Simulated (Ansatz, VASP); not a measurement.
One calculation of Ga3AsP2, two programs

```
Ga P As
1.0
     3.95012    0.00000    0.00000
    -1.97506    3.42091    0.00000
     0.00000    0.00000    9.66301
Ga P As
3 2 1
Cartesian
  0.0000 0.0000 0.0669
  0.0000 2.2806 6.3768
  1.9751 1.1403 3.2198
  1.9751 1.1403 5.6073
  0.0000 0.0000 2.4479
  0.0000 2.2806 8.8545
```

Alike in both runs: functional PBE; k mesh 6 × 6 × 2; occupations gaussian, width 0.1 eV; no spin polarisation.

Ansatz relaxed the structure, and its values are those at the end. VASP's run is a single point on that final structure, the one shown.

|  | VASP | Ansatz |
| --- | --- | --- |
| version | VASP 6.6.1 | Ansatz 0.2.0 |
| potentials or method | VASP PAW PBE potentials, release 64 (Ga_d, P, As) | scalar-relativistic, plane waves, PAW |
| plane-wave cutoff (eV) | 520 | 420 |
| valence electrons in the cell | 54 | 64 |

|  | VASP | Ansatz | Ansatz less VASP |
| --- | --- | --- | --- |
| gap on the k mesh at the Fermi level (eV) | 0.95 | 0.95 | +0.003 |
| least direct gap on the mesh (eV) | 0.95 | 0.95 | +0.003 |
| pressure (GPa) | 0.1 | 0.0 | -0.07 |
| rms of the force components (eV/Å) | 0.005 | 0.002 | -0.0038 |

With one functional, cell and mesh, what is left measures potentials, basis and numerics. The two sets of potentials don't hold the same shells in valence.

A k mesh can miss the band edges. A hybrid or GW would open this gap; PBE tends to underestimate it.
